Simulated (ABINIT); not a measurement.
Runs of ABINIT 10.8.3 (patched build) on Mg. Symmetry: P6_3/mmc, No. 194, hexagonal system. Conventional cell: a = 3.209 Å, b = 3.209 Å, c = 5.210 Å, α = 90.00°, β = 90.00°, γ = 120.00°. Mg (site symmetry -6m2) is surrounded by 12 Mg at 3.20 to 3.21 Å. 

```tsv
task	level	potentials or basis	cell	k mesh	cutoff (eV)	cell freedom (optcell)	cutoff smearing ecutsm (Ha)	optimiser (ionmov)	force stop (Ha/bohr)	fine-grid cutoff	gap on the mesh (eV)	pressure (GPa)
relaxation of cell and atoms	LDA-PZ	JTH PAW LDA v2.0	relaxed	10 × 10 × 5	408	2	0.5	2	0.0002	816.342 eV	none	-
band structure	WC	JTH PAW PBE v2.0	as given	10 × 10 × 5	517	-	-	-	-	1034.03 eV	none	-1.3
band structure	LDA	PseudoDojo NC SR LDA v0.4 stringent	as given	10 × 10 × 5	1143	-	-	-	-	-	none	(a)
relaxation of cell and atoms	revPBE	JTH PAW PBE v2.0	relaxed to 1 GPa	10 × 10 × 5	517	2	0.5	2	0.0005	1034.03 eV	none	1.1
single point	PBEsol	JTH PAW PBE v2.0	as given	13 × 13 × 6	517	-	-	-	-	1034.03 eV	none	(b)
band structure	PW91	JTH PAW PBE v2.0	as given	10 × 10 × 5	517	-	-	-	-	1034.03 eV	none	-0.7
band structure	rPW86PBE	JTH PAW PBE v2.0	as given	10 × 10 × 5	517	-	-	-	-	1034.03 eV	none	-1.0
```

Alike in all rows: no spin polarisation; smearing fermi-dirac 0.05 eV.

Q: Fill in the values left out.

A: (a) -2.3; (b) -1.5.

Caveats: the PAW data sets were made with another functional, which shifts forces and pressure a little (some runs).

A gap of «none» marks a metal or a gap under the smearing width.

Runs at the PBE level aren't shown here.
